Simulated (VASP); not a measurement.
Here is a VASP 6.6.1 calculation.

INCAR

```
SYSTEM = GaP
PREC     = Accurate       ! precision mode
ENCUT    = 600            ! plane-wave cutoff, eV
EDIFF    = 1E-7           ! SCF threshold, eV
ISMEAR   = -1             ! smearing method
SIGMA    = 0.05           ! smearing width, eV
LREAL    = .FALSE.        ! projectors in reciprocal space
LASPH    = .TRUE.         ! aspherical terms in the spheres
NELM     = 80             ! most SCF steps
ALGO     = Normal         ! electronic algorithm
ISIF     = 3              ! what is computed and relaxed
LWAVE    = .FALSE.        ! write WAVECAR
LCHARG   = .FALSE.        ! write CHGCAR
GGA      = RP             ! functional
IBRION   = 2              ! ionic algorithm
NSW      = 40             ! ionic steps
EDIFFG   = -0.01          ! ionic threshold
```

KPOINTS

```
regular mesh
0
G
  8 8 8
  0 0 0
```

POSCAR

```
GaP
1.0
    0.0000000000      2.7252500000      2.7252500000
    2.7252500000      0.0000000000      2.7252500000
    2.7252500000      2.7252500000      0.0000000000
Ga P
1 1
Direct
    0.0000000000      0.0000000000      0.0000000000
    0.7500000000      0.7500000000      0.7500000000
```

Potentials or basis: VASP PAW PBE potentials, release 64 (Ga_d, P).

Launch:

```console
$ cat potpaw_PBE.64/Ga_d/POTCAR potpaw_PBE.64/P/POTCAR > POTCAR
$ mpirun -np 1 vasp_std > vasp.out
```

What does it give for the relaxed cell?

a = 3.927 Å, b = 3.927 Å, c = 3.927 Å, α = 60.00°, β = 60.00°, γ = 60.00°.

What does it give for the space group after relaxing (to 0.05 Å)?

F-43m (No. 216).

Final structure:
```
CELL_PARAMETERS angstrom
0.00000 2.77656 2.77656
2.77656 0.00000 2.77656
2.77656 2.77656 0.00000
ATOMIC_POSITIONS crystal
Ga 0.00000 0.00000 0.00000
P 0.75000 0.75000 0.75000
```

 RPBE and its kin give volumes clearly too large for solids.
